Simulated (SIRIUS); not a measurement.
## MgS (Niningerite) under changes of volume

One of the cells (17.609 Å³/atom); the others are scaled copies at fixed shape and fractional positions:

```xyz
2
Lattice="0.0000 2.6016 2.6016 2.6016 0.0000 2.6016 2.6016 2.6016 0.0000" Properties=species:S:1:pos:R:3 pbc="T T T"
S     2.6016    2.6016    2.6016
Mg    0.0000    0.0000    0.0000
```

```yaml
Program: SIRIUS 7.12.0
Functional: AM05
Potentials_or_basis: all-electron FP-LAPW
Cutoff: 158 eV
Basis: apw+lo standard
k_mesh: 9 × 9 × 9
Occupations: fermi-dirac, width 0.05 eV
Spin: no spin polarisation
```

```tsv
volume (Å³/atom)	energy over the lowest point (meV/atom)	gap on the mesh (eV)
16.553	?	?
16.905	4.04	2.97
17.257	0.22	2.93
17.609	0.00	2.89
17.962	2.90	2.85
18.314	8.79	2.81
18.666	17.34	2.77
```

Q: What does the run at 16.553 Å³/atom give?

A: Energy over the lowest point 11.91 meV/atom; gap on the mesh 3.01 eV.

Worked out: A Birch-Murnaghan fit of order 3 (a polynomial in V^(-2/3)) to the other rows has its minimum at 17.46 Å³/atom with B0 = V·E''(V) = 75 GPa and B' = 3.5. It gives 11.68 meV/atom at 16.553 Å³/atom, against the run's 11.91. A straight line through the other rows of the gap, of slope -2.02 eV per unit of ln V, extrapolates to 3.01 eV, against the run's 3.01.

Energies are extrapolated to zero smearing.

Caveats: an odd mesh through Γ misses points on the zone boundary, where band edges often lie.
